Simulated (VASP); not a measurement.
A run of VASP 6.6.1 is set up as follows.

The input INCAR:

```
PREC = Accurate
ENCUT = 600
EDIFF = 1E-6
ISMEAR = 1
SIGMA = 0.1
LREAL = False
LASPH = True
NELM = 80
ALGO = Normal
ISIF = 3
LWAVE = False
LCHARG = False
METAGGA = R2SCAN
LMIXTAU = True
IBRION = 2
NSW = 90
EDIFFG = -0.01
```

Contents of KPOINTS:

```
Automatic mesh
0
Gamma
  14 14 14
```

The input POSCAR:

```
HfN
1.0
    0.0000000000      2.2560000000      2.2560000000
    2.2560000000      0.0000000000      2.2560000000
    2.2560000000      2.2560000000      0.0000000000
Hf N
1 1
Direct
    0.0000000000      0.0000000000      0.0000000000
    0.5000000000      0.5000000000      0.5000000000
```

Potentials or basis: VASP PAW PBE potentials, release 64 (Hf_pv, N).

Run with:

```sh
$ cat potpaw_PBE.64/Hf_pv/POTCAR potpaw_PBE.64/N/POTCAR > POTCAR
$ mpirun -np 1 vasp_std > vasp.out
```

Task: Estimate the band gap on the k mesh.

Result: None (metal or under the smearing width).

Final structure:
```
Hf N
1.0
     0.00000    2.25600    2.25600
     2.25600    0.00000    2.25600
     2.25600    2.25600    0.00000
Hf N
1 1
Cartesian
  0.0000 0.0000 0.0000
  2.2560 2.2560 2.2560
```

Caveat: the relaxation stopped at its first step, so nothing moved. Spin-orbit coupling is left out, which matters for the levels of Hf.
